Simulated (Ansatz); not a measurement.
Runs of Ansatz 0.2.0 on BN. Symmetry: Fmm2, No. 42, orthorhombic system. Conventional cell: a = 2.503 Å, b = 6.991 Å, c = 4.332 Å, α = 90.00°, β = 90.00°, γ = 90.00°. Around N (site symmetry mm2) lie 3 B at 1.44 Å. Around B (site symmetry mm2) lie 3 N at 1.44 Å. Measurements of this composition are mostly on another form, of space group No. 194.

| level | pressure (GPa) | largest force (eV/Å) |
| --- | --- | --- |
| HSEsol | -3.5 | 0.01 |
| HSE06 | (a) | 0.01 |
| B3LYP | 0.4 | 0.01 |
| HSE03 | -1.4 | 0.01 |

Alike in all rows: task band structure; potentials or basis Ansatz PAW; no spin polarisation; cell as given; k mesh 7 × 7 × 7; cutoff (eV) 420; smearing fermi-dirac 0.05 eV; the mesh is coarse, so values aren't converged.

Task: Estimate the missing entries.

Result: (a) -1.5.

Caveats: all runs use coarse meshes; the PAW data sets come from PBE, with cores solved anew for the run's functional, which leaves a small shift of forces and pressure; the thresholds are loose for stress.
